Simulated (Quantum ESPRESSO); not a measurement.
# SiO2 (P6_322) in Quantum ESPRESSO: reference runs

Reference runs on SiO2: the cell as given and a disturbed copy.

All numbers are computed with Quantum ESPRESSO 7.5; they aren't measurements. Logs are shortened: lines on timing, memory, paths and dates and some standing lists are left out, and cuts for length are marked.

## 1. The structure

Symmetry: P6_322, No. 182, hexagonal system. The conventional cell has a = 5.069 Å, b = 5.069 Å, c = 8.558 Å, α = 90.00°, β = 90.00°, γ = 120.00°. Si (site symmetry 3) is surrounded by 4 O at 1.60 to 1.61 Å. O (site symmetry 2) is surrounded by 2 Si at 1.61 Å. O (site symmetry 32) has 2 Si at 1.60 Å as nearest neighbours.

The cell comes from a database or a generator and needn't be the stable form of this composition.

## 2. Single point, PBE

File pw.in:

```
&CONTROL
  calculation = 'scf'
  prefix = 'pwscf'
  outdir = './tmp'
  pseudo_dir = './pseudo'
  tprnfor = .true.
  tstress = .true.
  disk_io = 'nowf'
/
&SYSTEM
  ibrav = 0
  nat = 12
  ntyp = 2
  ecutwfc = 55
  ecutrho = 440
  nbnd = 43
  occupations = 'smearing'
  smearing = 'fd'
  degauss = 0.00367493
/
&ELECTRONS
  conv_thr = 2.4d-09
  electron_maxstep = 120
  mixing_beta = 0.5
/
ATOMIC_SPECIES
Si    28.0850 Si.pbe-n-rrkjus_psl.1.0.0.UPF
O     15.9990 O.pbe-n-kjpaw_psl.0.1.UPF
CELL_PARAMETERS angstrom
   5.0690738885    0.0000000000    0.0000000000
  -2.5345369442    4.3899467611    0.0000000000
   0.0000000000    0.0000000000    8.5584885400
ATOMIC_POSITIONS crystal
Si     0.3333333333    0.6666666667    0.4371258000
Si     0.3333333333    0.6666666667    0.0628742000
Si     0.6666666667    0.3333333333    0.5628742000
Si     0.6666666667    0.3333333333    0.9371258000
O      0.4212587450    0.0000000000    0.0000000000
O      0.3333333333    0.6666666667    0.2500000000
O      0.6666666667    0.3333333333    0.7500000000
O      0.0000000000    0.5787412550    0.5000000000
O      0.5787412550    0.5787412550    0.0000000000
O      0.5787412550    0.0000000000    0.5000000000
O      0.4212587450    0.4212587450    0.5000000000
O      0.0000000000    0.4212587450    0.0000000000
K_POINTS automatic
6 6 3 0 0 0
```

Potentials or basis: SSSP 1.3 efficiency PBE.

Run with:

```sh
OMP_NUM_THREADS=1 pw.x -in pw.in > pw.out
```

pw.out:

```text
This program is part of the open-source Quantum ESPRESSO suite
     for quantum simulation of materials; please cite
         "P. Giannozzi et al., J. Phys.:Condens. Matter 21 395502 (2009);
         "P. Giannozzi et al., J. Phys.:Condens. Matter 29 465901 (2017);
         "P. Giannozzi et al., J. Chem. Phys. 152 154105 (2020);
     in publications or presentations arising from this work. More details at

     file O.pbe-n-kjpaw_psl.0.1.UPF: wavefunction(s)  2P renormalized
     Message from routine setup:
     using ibrav=0 with symmetry is DISCOURAGED, use correct ibrav instead

     G-vector sticks info
     --------------------
     sticks:   dense  smooth     PW     G-vecs:    dense   smooth      PW
     Sum        2773    1393    385               200111    70865   10589

     Using Slab Decomposition

     bravais-lattice index     =            0
     lattice parameter (alat)  =       9.5792  a.u.
     unit-cell volume          =    1285.2321 (a.u.)^3
     number of atoms/cell      =           12
     number of atomic types    =            2
     number of electrons       =        64.00
     number of Kohn-Sham states=           43
     kinetic-energy cutoff     =      55.0000  Ry
     charge density cutoff     =     440.0000  Ry
     scf convergence threshold =      2.4E-09
     mixing beta               =       0.5000
     number of iterations used =            8  plain     mixing
     Exchange-correlation= SLA  PW   PBX  PBC
                           (   1   4   3   4   0   0   0)

     celldm(1)=   9.579161  celldm(2)=   0.000000  celldm(3)=   0.000000
     celldm(4)=   0.000000  celldm(5)=   0.000000  celldm(6)=   0.000000

     crystal axes: (cart. coord. in units of alat)
               a(1) = (   1.000000   0.000000   0.000000 )
               a(2) = (  -0.500000   0.866025   0.000000 )
               a(3) = (   0.000000   0.000000   1.688373 )

     reciprocal axes: (cart. coord. in units 2 pi/alat)
               b(1) = (  1.000000  0.577350 -0.000000 )
               b(2) = (  0.000000  1.154701  0.000000 )
               b(3) = (  0.000000 -0.000000  0.592286 )

     PseudoPot. # 1 for Si read from file:
     Si.pbe-n-rrkjus_psl.1.0.0.UPF
     Pseudo is Ultrasoft + core correction, Zval =  4.0
     Generated using "atomic" code by A. Dal Corso  v.5.1
     Using radial grid of 1141 points,  6 beta functions with:
                l(1) =   0
                l(2) =   0
                l(3) =   1
                l(4) =   1
                l(5) =   2
                l(6) =   2
     Q(r) pseudized with 0 coefficients

     PseudoPot. # 2 for O  read from file:
     O.pbe-n-kjpaw_psl.0.1.UPF
     Pseudo is Projector augmented-wave + core cor, Zval =  6.0
     Generated using "atomic" code by A. Dal Corso  v.5.0.99 svn rev. 10869
     Shape of augmentation charge: BESSEL
     Using radial grid of 1095 points,  4 beta functions with:
                l(1) =   0
                l(2) =   0
                l(3) =   1
                l(4) =   1
     Q(r) pseudized with 0 coefficients

     atomic species   valence    mass     pseudopotential
     Si                4.00    28.08500     Si( 1.00)
     O                 6.00    15.99900     O ( 1.00)

     12 Sym. Ops. (no inversion) found ( 6 have fractional translation)

   Cartesian axes

     site n.     atom                  positions (alat units)
         1        Si     tau(   1) = (  -0.0000000   0.5773503   0.7380315  )
         2        Si     tau(   2) = (  -0.0000000   0.5773503   0.1061551  )
         3        Si     tau(   3) = (   0.5000000   0.2886751   0.9503417  )
         4        Si     tau(   4) = (   0.5000000   0.2886751   1.5822181  )
         5        O      tau(   5) = (   0.4212587   0.0000000   0.0000000  )
         6        O      tau(   6) = (  -0.0000000   0.5773503   0.4220933  )
         7        O      tau(   7) = (   0.5000000   0.2886751   1.2662799  )
         8        O      tau(   8) = (  -0.2893706   0.5012046   0.8441866  )
         9        O      tau(   9) = (   0.2893706   0.5012046   0.0000000  )
        10        O      tau(  10) = (   0.5787413   0.0000000   0.8441866  )
        11        O      tau(  11) = (   0.2106294   0.3648208   0.8441866  )
        12        O      tau(  12) = (  -0.2106294   0.3648208   0.0000000  )

     number of k points=    14  Fermi-Dirac smearing, width (Ry)=  0.0037
                       cart. coord. in units 2pi/alat
        k(    1) = (   0.0000000   0.0000000   0.0000000), wk =   0.0185185
        k(    2) = (   0.0000000   0.0000000   0.1974287), wk =   0.0370370
        k(    3) = (   0.0000000   0.1924501   0.0000000), wk =   0.1111111
        k(    4) = (   0.0000000   0.1924501   0.1974287), wk =   0.2222222
        k(    5) = (   0.0000000   0.3849002   0.0000000), wk =   0.1111111
        k(    6) = (   0.0000000   0.3849002   0.1974287), wk =   0.2222222
        k(    7) = (   0.0000000  -0.5773503   0.0000000), wk =   0.0555556
        k(    8) = (   0.0000000  -0.5773503   0.1974287), wk =   0.1111111
        k(    9) = (   0.1666667   0.2886751   0.0000000), wk =   0.1111111
        k(   10) = (   0.1666667   0.2886751   0.1974287), wk =   0.2222222
        k(   11) = (   0.1666667   0.4811252   0.0000000), wk =   0.2222222
        k(   12) = (   0.1666667   0.4811252   0.1974287), wk =   0.4444444
        k(   13) = (   0.3333333   0.5773503   0.0000000), wk =   0.0370370
        k(   14) = (   0.3333333   0.5773503   0.1974287), wk =   0.0740741

     Dense  grid:   200111 G-vectors     FFT dimensions: (  64,  64, 108)

     Smooth grid:    70865 G-vectors     FFT dimensions: (  45,  45,  80)

     Initial potential from superposition of free atoms

     starting charge      63.9978, renormalised to      64.0000
     Starting wfcs are   48 randomized atomic wfcs

     Self-consistent Calculation

     iteration #  1     ecut=    55.00 Ry     beta= 0.50
     Davidson diagonalization with overlap
     ethr =  1.00E-02,  avg # of iterations =  4.5

     total energy              =    -379.28819930 Ry
     estimated scf accuracy    <       3.20220187 Ry

     iteration #  2     ecut=    55.00 Ry     beta= 0.50
     Davidson diagonalization with overlap
     ethr =  5.00E-03,  avg # of iterations =  2.0
[... 11 lines left out ...]
     iteration #  4     ecut=    55.00 Ry     beta= 0.50
     Davidson diagonalization with overlap
     ethr =  6.10E-05,  avg # of iterations =  5.6

     total energy              =    -380.30558628 Ry
     estimated scf accuracy    <       0.02081729 Ry

     iteration #  5     ecut=    55.00 Ry     beta= 0.50
     Davidson diagonalization with overlap
     c_bands:  1 eigenvalues not converged
     ethr =  3.25E-05,  avg # of iterations =  3.6

     total energy              =    -380.30650042 Ry
     estimated scf accuracy    <       0.00271035 Ry

     iteration #  6     ecut=    55.00 Ry     beta= 0.50
     Davidson diagonalization with overlap
     ethr =  4.23E-06,  avg # of iterations =  8.1

     total energy              =    -380.30617471 Ry
     estimated scf accuracy    <       0.00091862 Ry
[... 33 lines left out ...]
     total energy              =    -380.30646708 Ry
     estimated scf accuracy    <          6.9E-09 Ry

     iteration # 12     ecut=    55.00 Ry     beta= 0.50
     Davidson diagonalization with overlap
     ethr =  1.07E-11,  avg # of iterations =  2.0

     End of self-consistent calculation

          k = 0.0000 0.0000 0.0000 (  8895 PWs)   bands (ev):

   -18.8286 -18.4239 -17.4344 -16.7833 -16.7673 -16.7673 -16.7558 -16.7558
    -9.1480  -7.9123  -5.9488  -5.2102  -5.1754  -5.1754  -4.9805  -4.9805
    -2.4373  -1.9725  -1.9725  -1.6438  -1.6438  -1.3780  -1.3054  -1.3054
    -1.2855  -1.2855  -0.2135  -0.2135  -0.0739  -0.0247   0.5850   0.5850
     6.2076   8.4706   8.9068   9.4853   9.9866   9.9866  10.4229  10.8046
    10.8046  10.9190  12.5574

          k = 0.0000 0.0000 0.1974 (  8876 PWs)   bands (ev):
[... 37 lines left out ...]
   -18.4922 -18.3010 -17.5548 -17.2981 -16.7968 -16.7900 -16.7820 -16.7754
    -8.2784  -7.7590  -6.2299  -5.7541  -4.9422  -4.8851  -4.7832  -4.7433
    -2.3434  -2.1864  -2.0808  -1.9473  -1.8258  -1.6415  -1.5349  -1.4166
    -1.2527  -1.0466  -0.4986  -0.3441  -0.1202   0.0330   0.1435   0.4469
     7.7453   8.4937   9.7106   9.7794   9.9878  10.1977  10.4267  10.5735
    10.9488  11.4130  11.7863

          k = 0.0000-0.5774 0.0000 (  8856 PWs)   bands (ev):

   -18.3999 -17.9437 -17.9434 -17.4206 -16.8086 -16.7913 -16.7912 -16.7774
    -8.1197  -7.0461  -6.9447  -5.7867  -4.9772  -4.8815  -4.6339  -4.5765
    -2.5017  -2.2269  -2.2257  -2.1524  -1.8126  -1.7044  -1.3804  -1.2478
    -1.0920  -0.8032  -0.7168  -0.5813  -0.3130  -0.1338  -0.0052   0.6011
     8.4693   8.8739   9.4458   9.8999   9.9196  10.0322  10.4185  10.5877
    11.2076  11.3908  11.4543

          k = 0.0000-0.5774 0.1974 (  8848 PWs)   bands (ev):

   -18.3410 -18.1768 -17.6955 -17.4984 -16.8025 -16.7939 -16.7873 -16.7807
    -7.9754  -7.5709  -6.4044  -5.9599  -4.8804  -4.8254  -4.6863  -4.6667
    -2.4227  -2.3072  -2.1503  -2.0767  -1.7911  -1.6491  -1.5999  -1.3902
    -1.1897  -1.0137  -0.5229  -0.4312  -0.2128  -0.0836   0.1251   0.4325
     8.6504   8.9561   9.2591   9.2908   9.8859  10.2488  10.6488  10.8654
    11.2196  11.3280  11.5378

          k = 0.1667 0.2887 0.0000 (  8847 PWs)   bands (ev):

   -18.6207 -18.1934 -17.6888 -17.1017 -16.7942 -16.7919 -16.7827 -16.7715
    -8.6100  -7.3925  -6.5605  -5.4904  -5.0974  -4.9421  -4.7556  -4.7321
    -2.4464  -2.1794  -2.0527  -1.9223  -1.8363  -1.4835  -1.3422  -1.3292
    -1.2160  -0.8819  -0.8558  -0.2971  -0.1961  -0.0487   0.2740   0.5419
     7.1923   9.2225   9.3410   9.6988   9.9532  10.2005  10.4031  10.4742
    11.0144  11.0436  11.6032
[... 39 lines left out ...]
   -18.1736 -18.1730 -17.6934 -17.6921 -16.8029 -16.7962 -16.7950 -16.7942
    -7.6129  -7.5951  -6.3667  -6.3268  -4.8219  -4.8025  -4.7116  -4.5611
    -2.5182  -2.3881  -2.2782  -2.2539  -1.6150  -1.5913  -1.5612  -1.3026
    -0.8898  -0.8128  -0.6464  -0.6304  -0.1854  -0.1540  -0.0560   0.2805
     9.1788   9.2951   9.4187   9.4947   9.6146   9.7711  10.6995  10.7010
    11.0193  11.2431  11.5661

     the Fermi energy is     4.9609 ev

!    total energy              =    -380.30646708 Ry
     estimated scf accuracy    <          1.3E-09 Ry
     smearing contrib. (-TS)   =      -0.00000000 Ry
     internal energy E=F+TS    =    -380.30646708 Ry

     The total energy is F=E-TS. E is the sum of the following terms:
     one-electron contribution =    -213.01794737 Ry
     hartree contribution      =     136.82132067 Ry
     xc contribution           =     -85.97035012 Ry
     ewald contribution        =    -142.18631822 Ry
     one-center paw contrib.   =     -75.95317204 Ry

     convergence has been achieved in  12 iterations

     Forces acting on atoms (cartesian axes, Ry/au):

     atom    1 type  1   force =     0.00000000   -0.00000000    0.00094900
     atom    2 type  1   force =    -0.00000000   -0.00000000   -0.00094900
     atom    3 type  1   force =     0.00000000   -0.00000000   -0.00094900
     atom    4 type  1   force =     0.00000000    0.00000000    0.00094900
     atom    5 type  2   force =    -0.01074782    0.00000000   -0.00000000
     atom    6 type  2   force =     0.00000000    0.00000000    0.00000000
     atom    7 type  2   force =     0.00000000   -0.00000000    0.00000000
     atom    8 type  2   force =    -0.00537391    0.00930789   -0.00000000
     atom    9 type  2   force =     0.00537391    0.00930789    0.00000000
     atom   10 type  2   force =     0.01074782   -0.00000000    0.00000000
     atom   11 type  2   force =    -0.00537391   -0.00930789    0.00000000
     atom   12 type  2   force =     0.00537391   -0.00930789    0.00000000

     Total force =     0.026395     Total SCF correction =     0.000032

     Computing stress (Cartesian axis) and pressure

          total   stress  (Ry/bohr**3)                   (kbar)     P=       44.44
   0.00030173  -0.00000000   0.00000000           44.39       -0.00        0.00
  -0.00000000   0.00030173  -0.00000000           -0.00       44.39       -0.00
   0.00000000  -0.00000000   0.00030275            0.00       -0.00       44.54

=------------------------------------------------------------------------------=
   JOB DONE.
=------------------------------------------------------------------------------=
```

Run time: 2.4 min. Hardware: 1 thread of Intel Xeon Platinum 8488C (Sapphire Rapids), shared host; peak memory 0.79 GiB.

What came out:

```yaml
Free_energy: -5174.3331 eV
Pressure: 4.4 GPa
Largest_force: 0.276 eV/Å
Band_gap_on_the_k_mesh: 5.61 eV, indirect (least direct gap 5.62 eV)
```

Forces in eV/Å, atoms in the order of the input:
```
Si   0.000  0.000  0.024
Si   0.000  0.000 -0.024
Si   0.000  0.000 -0.024
Si   0.000  0.000  0.024
O   -0.276  0.000  0.000
O    0.000  0.000  0.000
O    0.000  0.000  0.000
O   -0.138  0.239  0.000
O    0.138  0.239  0.000
O    0.276  0.000  0.000
O   -0.138 -0.239  0.000
O    0.138 -0.239  0.000
```

Caveat: an odd mesh through Γ misses points on the zone boundary, where band edges often lie. A hybrid or GW would open this gap; PBE tends to underestimate it.

## 3. Single point, PBE (atoms moved at random, drawn with an rms of 0.05 Å)

File pw.in:

```
&CONTROL
  calculation = 'scf'
  prefix = 'pwscf'
  outdir = './tmp'
  pseudo_dir = './pseudo'
  tprnfor = .true.
  tstress = .true.
  disk_io = 'nowf'
/
&SYSTEM
  ibrav = 0
  nat = 12
  ntyp = 2
  ecutwfc = 55
  ecutrho = 440
  nbnd = 43
  occupations = 'smearing'
  smearing = 'fd'
  degauss = 0.00367493
/
&ELECTRONS
  conv_thr = 2.4d-09
  electron_maxstep = 120
  mixing_beta = 0.5
/
ATOMIC_SPECIES
Si    28.0850 Si.pbe-n-rrkjus_psl.1.0.0.UPF
O     15.9990 O.pbe-n-kjpaw_psl.0.1.UPF
CELL_PARAMETERS angstrom
   5.0690738885    0.0000000000    0.0000000000
  -2.5345369442    4.3899467611    0.0000000000
   0.0000000000    0.0000000000    8.5584885400
ATOMIC_POSITIONS crystal
Si     0.3384770000    0.6693530000    0.4355200000
Si     0.3418460000    0.6781570000    0.0629310000
Si     0.6613600000    0.3259300000    0.5594670000
Si     0.6560440000    0.3272250000    0.9329950000
O      0.4069880000   -0.0045350000   -0.0012640000
O      0.3429360000    0.6780320000    0.2527890000
O      0.6644950000    0.3268990000    0.7542050000
O      0.0074530000    0.5857440000    0.5042090000
O      0.5765040000    0.5846350000    0.0005230000
O      0.5745990000   -0.0058290000    0.4972380000
O      0.4224230000    0.4291830000    0.4946060000
O     -0.0031820000    0.4168530000    0.0032800000
K_POINTS automatic
6 6 3 0 0 0
```

Potentials or basis: SSSP 1.3 efficiency PBE.

Run with:

```sh
OMP_NUM_THREADS=1 pw.x -in pw.in > pw.out
```

pw.out:

```text
This program is part of the open-source Quantum ESPRESSO suite
     for quantum simulation of materials; please cite
         "P. Giannozzi et al., J. Phys.:Condens. Matter 21 395502 (2009);
         "P. Giannozzi et al., J. Phys.:Condens. Matter 29 465901 (2017);
         "P. Giannozzi et al., J. Chem. Phys. 152 154105 (2020);
     in publications or presentations arising from this work. More details at

     file O.pbe-n-kjpaw_psl.0.1.UPF: wavefunction(s)  2P renormalized

     G-vector sticks info
     --------------------
     sticks:   dense  smooth     PW     G-vecs:    dense   smooth      PW
     Sum        2773    1393    385               200111    70865   10589

     Using Slab Decomposition

     bravais-lattice index     =            0
     lattice parameter (alat)  =       9.5792  a.u.
     unit-cell volume          =    1285.2321 (a.u.)^3
     number of atoms/cell      =           12
     number of atomic types    =            2
[... 738 lines left out ...]
     xc contribution           =     -85.95499417 Ry
     ewald contribution        =    -142.51245041 Ry
     one-center paw contrib.   =     -75.95624484 Ry

     convergence has been achieved in  12 iterations

     Forces acting on atoms (cartesian axes, Ry/au):

     atom    1 type  1   force =    -0.07285280   -0.02155552   -0.00107835
     atom    2 type  1   force =    -0.06548869   -0.09068069    0.03048298
     atom    3 type  1   force =     0.01078406    0.05779448    0.03274390
     atom    4 type  1   force =     0.03692121    0.05031079    0.15122505
     atom    5 type  2   force =    -0.02082992    0.05904663   -0.01799983
     atom    6 type  2   force =    -0.00389261    0.00200139   -0.07811430
     atom    7 type  2   force =    -0.00801398   -0.00324150   -0.18057927
     atom    8 type  2   force =    -0.04150208   -0.03307877    0.01171310
     atom    9 type  2   force =     0.06667966   -0.02702532   -0.03023131
     atom   10 type  2   force =     0.02573250    0.08468099    0.03585275
     atom   11 type  2   force =     0.08954187   -0.08183843    0.04791013
     atom   12 type  2   force =    -0.01707922    0.00358595   -0.00192484

     Total force =     0.359217     Total SCF correction =     0.000030

     Computing stress (Cartesian axis) and pressure

          total   stress  (Ry/bohr**3)                   (kbar)     P=       47.90
   0.00009795  -0.00017632  -0.00001859           14.41      -25.94       -2.74
  -0.00017632   0.00043673  -0.00004652          -25.94       64.25       -6.84
  -0.00001859  -0.00004652   0.00044221           -2.74       -6.84       65.05

=------------------------------------------------------------------------------=
   JOB DONE.
=------------------------------------------------------------------------------=
```

It took 7.8 min on 1 thread of Intel Xeon Platinum 8488C (Sapphire Rapids), shared host; peak memory 1 GiB.

Results:

- Free energy: -5173.8348 eV
- Pressure: 4.8 GPa
- Largest force: 4.648 eV/Å
- Band gap on the k mesh: 5.39 eV, indirect (least direct gap 5.41 eV)

Forces on the atoms (eV/Å):
```
Si  -1.873 -0.554 -0.028
Si  -1.684 -2.331  0.784
Si   0.277  1.486  0.842
Si   0.949  1.294  3.888
O   -0.536  1.518 -0.463
O   -0.100  0.051 -2.008
O   -0.206 -0.083 -4.643
O   -1.067 -0.850  0.301
O    1.714 -0.695 -0.777
O    0.662  2.177  0.922
O    2.302 -2.104  1.232
O   -0.439  0.092 -0.049
```

Stress tensor (GPa, compression positive):
```
 1.44 -2.59 -0.27
-2.59  6.42 -0.68
-0.27 -0.68  6.51
```

Caveat: an odd mesh through Γ misses points on the zone boundary, where band edges often lie.
